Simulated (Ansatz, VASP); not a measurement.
**One calculation of KF, two programs**

INCAR

```
PREC = Accurate
ENCUT = 520
EDIFF = 1E-7
ISMEAR = 0
SIGMA = 0.02
LREAL = F
LASPH = T
NELM = 80
ALGO = Normal
ISIF = 2
LWAVE = F
LCHARG = F
GGA = PE
NBANDS = 15
```

The input KPOINTS:

```
regular mesh
0
Gamma
  8 8 8
```

The input POSCAR:

```
KF
1.0
    0.0000000000      2.6264893597      2.6264893597
    2.6264893597      0.0000000000      2.6264893597
    2.6264893597      2.6264893597      0.0000000000
K F
1 1
Direct
    0.5000000000      0.5000000000      0.5000000000
    0.0000000000      0.0000000000      0.0000000000
```

Input for Ansatz:

```yaml
crystal:
  lattice:
    - [0.0, 2.6264893597, 2.6264893597]
    - [2.6264893597, 0.0, 2.6264893597]
    - [2.6264893597, 2.6264893597, 0.0]
  atoms:
    - { symbol: K, position: [0.5, 0.5, 0.5] }
    - { symbol: F, position: [0.0, 0.0, 0.0] }
basis:
  ecutwfc: 420
kpoints:
  mp_grid: { grid: [8, 8, 8] }
hamiltonian:
  xc: pbe
scf:
  occupations: { method: gaussian, width: 0.02 }
output:
  forces: true
  stress: true
  eigenvalues: true
  write_density: true
  write_potential: true
  elf: true
  volumetric_format: npy
```

Alike in both runs: task single point; functional PBE; k mesh 8 × 8 × 8; occupations gaussian, width 0.02 eV; no spin polarisation.

|  | VASP | Ansatz |
| --- | --- | --- |
| version | VASP 6.6.1 | Ansatz 0.2.0 |
| potentials or method | VASP PAW PBE potentials, release 64 (K_sv, F) | scalar-relativistic, plane waves, PAW |
| plane-wave cutoff (eV) | 520 | 420 |
| valence electrons in the cell | 16 | 16 |

```csv
,VASP,Ansatz,Ansatz less VASP
gap on the k mesh at the Fermi level (eV),6.44,6.46,+0.018
least direct gap on the mesh (eV),6.44,6.46,+0.018
pressure (GPa),3.5,3.4,-0.09
```

A k mesh can miss the band edges. A hybrid or GW would open this gap; PBE tends to underestimate it.
